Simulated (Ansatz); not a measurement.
CdS (rocksalt) under strain

Rocksalt CdS, relaxed with r2SCAN in the plane-wave code Ansatz. It is cubic, Fm-3m (No. 225); conventional cell a = 5.454 Å, 20.27 Å³ an atom. Cd is surrounded by 6 S at 2.73 Å; S is surrounded by 6 Cd at 2.73 Å.

The axes x, y and z are those of this cell:
```
Cd S
1.0
     0.00000    2.72678    2.72678
     2.72678    0.00000    2.72678
     2.72678    2.72678    0.00000
Cd S
1 1
Direct
  0.00000 0.00000 0.00000
  0.50000 0.50000 0.50000
```

Unstrained: r2SCAN gives an indirect gap of 0.753 eV, from L to X; the least direct gap is 2.387 eV at Γ. With HSE06 the valence top lies at L and the conduction bottom at X, 1.243 eV higher; the smallest vertical gap, at Γ, is 2.776 eV. Meshes: r2SCAN 8×8×8, HSE06 6×6×6. Strains are changes of length per length. After each strain the atoms were relaxed again with r2SCAN within the symmetry that the strain leaves, so tilts or polar shifts that break it weren't tested; points keep the names that they have in the unstrained zone. (Calculated; spin-unpolarised; the phase may be known or hypothetical.)

Changes of the least gap in eV (an overlap counts as a negative gap):
```
                                                                    strain  volume change (%)  space group  r2SCAN   HSE06  energy rise, r2SCAN (meV/atom)
                                         isotropic +5.25 % on every length              +16.6        Fm-3m  -0.080  -0.123                           107.5
epitaxial +5.81 % in the plane normal to [111], free normal strain -4.95 %               +6.4         R-3m  -0.233  -0.235                            53.6
                                                  uniaxial -3.11 % along z               -3.1       I4/mmm  -0.196  -0.195                             9.5
```

Isotropic +5.25 % on every length. HSE06: the gap goes from 1.243 to 1.120 eV (-0.123 eV); the edges go from L → X to Γ–K (0.53) → X. Stress change with r2SCAN, compression positive: xx -8.86, yy -8.86, zz -8.86 GPa.

Epitaxial +5.81 % in the plane normal to [111], free normal strain -4.95 %. HSE06: the gap goes from 1.243 to 1.008 eV (-0.235 eV). Stress change with r2SCAN, compression positive: xx -4.54, yy -4.54, zz -4.54, xy +2.29, xz +2.29, yz +2.29 GPa.

Uniaxial -3.11 % along z, other directions held. HSE06: the gap goes from 1.243 to 1.048 eV (-0.195 eV). Stress change with r2SCAN, compression positive: xx +1.88, yy +1.88, zz +5.16 GPa.

The runs are scalar-relativistic, without spin-orbit coupling.

Where an edge lies off the special points, it is a point of the mesh or the k point where a search put PBE's edge or least direct gap, reused for the other functionals, whose own edges may lie a little apart.

The meshes of the hybrids are coarse, so their gaps aren't converged to the digits shown.
